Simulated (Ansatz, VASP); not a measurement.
# Two plane-wave programs on C

```
C
1.0
     1.22805   -2.12706    0.00000
     1.22805    2.12706    0.00000
     0.00000    0.00000    7.17327
C
4
Direct
  0.08338 0.91662 0.75314
  0.58338 0.41662 0.24686
  0.91662 0.08338 0.24686
  0.41662 0.58338 0.75314
```

This is a stacking variant of graphite.

Alike in both runs: task single point; functional PBE; k mesh 18 × 18 × 6; occupations gaussian, width 0.1 eV; no spin polarisation.

```csv
,VASP,Ansatz
version,VASP 6.6.1,Ansatz 0.2.0
potentials or method,"VASP PAW PBE potentials, release 64 (C)","scalar-relativistic, plane waves, PAW"
plane-wave cutoff (eV),520,420
valence electrons in the cell,16,16
```

Ansatz gave:

| Property | Result |
| --- | --- |
| gap on the k mesh at the Fermi level (eV) | 0.02 |
| least direct gap on the mesh (eV) | 0.02 |
| pressure (GPa) | 3.7 |
| largest component of the traceless stress (GPa) | 2.06 |
| rms of the force components (eV/Å) | 0.015 |

Q: Which values does VASP return?

A: gap on the k mesh at the Fermi level (eV): 0.02; least direct gap on the mesh (eV): 0.02; pressure (GPa): 4.2; largest component of the traceless stress (GPa): 2.59; rms of the force components (eV/Å): 0.015.

Atom by atom the forces differ by 0.000 eV/Å (rms over components). The functional is the same, so the differences come from potentials, cutoffs and numerics.

Caveats: this functional lacks dispersion, which binds the layers, so the pressure and a relaxed spacing across them are unreliable. PBE gaps usually lie below the measured ones, often by a third to a half. A k mesh can miss the band edges.
